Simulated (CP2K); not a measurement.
# Ti in CP2K: the effect of functional

Crystal: Ti.

```
Ti
1.0
     2.87085    0.00000    0.00000
     1.43543    2.48623    0.00000
     1.43543    0.82874    2.34404
Ti
1
Cartesian
  0.0000 0.0000 0.0000
```

This isn't the form of Ti at room conditions, which is hcp.

Alike in all runs:

* Program: CP2K 2026.2
* Potentials or basis: POTENTIAL_UZH Ti GTH-PBE-q12; TZVP-MOLOPT-PBE-GTH basis
* Density cutoff: 9184 eV
* k mesh: 11 × 11 × 11
* Occupations: fermi-dirac, width 0.05 eV
* Spin: no spin polarisation

| functional | pressure (GPa) |
| --- | --- |
| LDA | -4.5 |
| PBEsol | -0.3 |
| PW91 | ? |
| revPBE | 6.6 |
| AM05 | 0.0 |
| TASK | 11.9 |

What does the run with functional PW91 give?

Pressure 3.6 GPa.

Caveats: the potentials were made for another functional, which shifts forces and pressure; the basis of atomic orbitals isn't converged, which shifts pressures, moduli and gaps.

Runs at the PBE level aren't shown here.
